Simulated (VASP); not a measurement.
Ir:

```xyz
1
Lattice="-1.5255 1.5255 1.5255 1.5255 -1.5255 1.5255 1.5255 1.5255 -1.5255" Properties=species:S:1:pos:R:3 pbc="T T T"
Ir    0.0000    0.0000    0.0000
```

This isn't the form of Ir at room conditions, which is fcc.

```yaml
Program: VASP 6.6.1
Task: relaxation of cell and atoms
Functional: PBE
Potentials_or_basis: VASP PAW PBE potentials, release 64 (Ir)
Cutoff: 600 eV
k_mesh: 20 × 20 × 20
Occupations: gaussian, width 0.1 eV
Spin: no spin polarisation
```

At the start: pressure 21.4 GPa; volume 14.20 Å³/atom.

Q: How do energy, volume and symmetry change on relaxing?

A: Over 17 steps the energy falls by 54.7 meV/atom and the volume is 15.07 Å³/atom (+6.1 %); space group Im-3m (No. 229, to 0.05 Å).

The path:
| step | energy change (eV) | largest force (eV/Å) | pressure (GPa) | volume (Å³) |
| --- | --- | --- | --- | --- |
| 1 | 0.0000 | 0.0000 | 21.41 | 14.20 |
| 2 | 0.4303 | 0.0000 | -36.92 | 18.47 |
| 3 | -0.0542 | 0.0000 | -1.68 | 15.15 |
| 4 | -0.0547 | 0.0000 | -0.18 | 15.08 |
| 5 | -0.0547 | 0.0000 | 0.20 | 15.06 |
| 6 | -0.0547 | 0.0000 | 0.20 | 15.06 |
| 7 | -0.0547 | 0.0000 | 0.17 | 15.06 |
| 8 | -0.0547 | 0.0000 | 0.17 | 15.06 |
| 9 | -0.0547 | 0.0000 | 0.17 | 15.06 |
| 10 | -0.0547 | 0.0000 | 0.17 | 15.06 |
| 11 | -0.0547 | 0.0000 | 0.17 | 15.06 |
| 12 | -0.0547 | 0.0000 | 0.17 | 15.06 |
| 13 | -0.0547 | 0.0000 | 0.17 | 15.06 |
| 14 | -0.0547 | 0.0000 | 0.15 | 15.06 |
| 15 | -0.0547 | 0.0000 | 0.12 | 15.07 |
| 16 | -0.0547 | 0.0000 | 0.08 | 15.07 |
| 17 | -0.0547 | 0.0000 | -0.03 | 15.07 |

Final structure:
```
Ir
1.0
    -1.55611    1.55611    1.55611
     1.55611   -1.55611    1.55611
     1.55611    1.55611   -1.55611
Ir
1
Direct
  0.00000 0.00000 0.00000
```
